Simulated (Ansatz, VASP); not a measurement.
ZrB: VASP beside Ansatz

```
Zr B
1.0
     0.00000    2.41539    2.41539
     2.41539    0.00000    2.41539
     2.41539    2.41539    0.00000
Zr B
1 1
Direct
  0.00000 0.00000 0.00000
  0.50000 0.50000 0.50000
```

Alike in both runs: functional LDA; k mesh 16 × 16 × 16; occupations gaussian, width 0.1 eV; no spin polarisation.

Ansatz relaxed the structure, and its values are those at the end. VASP's run is a single point on that final structure, the one shown.

|  | VASP | Ansatz |
| --- | --- | --- |
| version | VASP 6.6.1 | Ansatz 0.2.0 |
| potentials or method | VASP PAW LDA potentials, release 64 (Zr_sv, B) | scalar-relativistic, plane waves, PAW |
| plane-wave cutoff (eV) | 520 | 520 |
| valence electrons in the cell | 15 | 15 |

```tsv
	VASP	Ansatz	Ansatz less VASP
gap on the k mesh at the Fermi level (eV)	none	none	-
pressure (GPa)	0.3	0.0	-0.33
```

A gap of «none» marks a metal or a gap that the smearing closes.
